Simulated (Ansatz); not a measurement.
# C: the cost of one run

Program: Ansatz 0.2.0. Level of theory: DFT r2SCAN, scalar-relativistic, plane waves, PAW. These are calculated values, not measurements.

2 further runs of the same task are left out: 2 set aside as unsound or not needed.

### 1 Starting point

The structure is cubic, space group Fd-3m (No. 227). The conventional cell has a = 3.560 Å, b = 3.560 Å, c = 3.560 Å, α = 90.00°, β = 90.00°, γ = 90.00°. C (site symmetry -43m) is surrounded by 4 C at 1.54 Å.

Coordinates:

```cif
data_structure
_symmetry_space_group_name_H-M 'Fd-3m:1'
_symmetry_Int_Tables_number 227
_cell_length_a 3.5603
_cell_length_b 3.5603
_cell_length_c 3.5603
_cell_angle_alpha 90.000
_cell_angle_beta 90.000
_cell_angle_gamma 90.000
_cell_volume 45.13
loop_
_atom_site_label
_atom_site_type_symbol
_atom_site_symmetry_multiplicity
_atom_site_Wyckoff_symbol
_atom_site_fract_x
_atom_site_fract_y
_atom_site_fract_z
_atom_site_occupancy
C1 C 8 b 0.00000 0.00000 0.50000 1
```

It is built from the cell relaxed beforehand with the same method (5.64 Å³/atom).

### 2 Zero of energy

The cell is repeated 4 times, 8 atoms in all. Reference values: F = -2012.4459 eV; pressure 0.01 GPa; largest force 0.000 eV/Å; gap on the mesh 4.39 eV. It was computed beforehand with the settings of the runs below.

### 3 Next: rattled cells

All atoms are moved at random with no net shift, in some cells together with a random strain.

### 4 At rms move = 0.144 Å

Input file input.yaml:

```yaml
crystal:
  lattice:
    - [3.5602834153, 0.0, 0.0]
    - [0.0, -3.5602834153, 0.0]
    - [0.0, 0.0, -3.5602834153]
  atoms:
    - { symbol: C, position: [0.4895209018, -0.0414665793, -0.0255084629] }
    - { symbol: C, position: [-0.007929388, 0.4993750148, -0.0350894758] }
    - { symbol: C, position: [-0.0082159567, 0.037861878, 0.5225354924] }
    - { symbol: C, position: [0.485349032, 0.5508511088, 0.5003644984] }
    - { symbol: C, position: [0.7849447311, 0.7392123892, 0.774302739] }
    - { symbol: C, position: [0.2679928282, 0.226867398, 0.7709754917] }
    - { symbol: C, position: [0.2613729571, 0.7584011908, 0.2498758358] }
    - { symbol: C, position: [0.7269648945, 0.2288975999, 0.2425438814] }
basis:
  ecutwfc: 500
kpoints:
  mp_grid: { grid: [6, 6, 6] }
hamiltonian:
  xc: r2scan
scf:
  occupations: { method: gaussian, width: 0.05 }
output:
  forces: true
  stress: true
  eigenvalues: true
```

Started as:

```
$ ansatz run input.yaml --threads 1 --pin off --max-ram 2560MiB --backend cpu --events-out ev --progress --plain --runs-dir out
```

**Question.** How long does this run take on 1 thread of Intel Xeon 6975P-C (Granite Rapids), shared host, and how much memory does it need?

About 12 s, with a peak of 0.49 GiB.
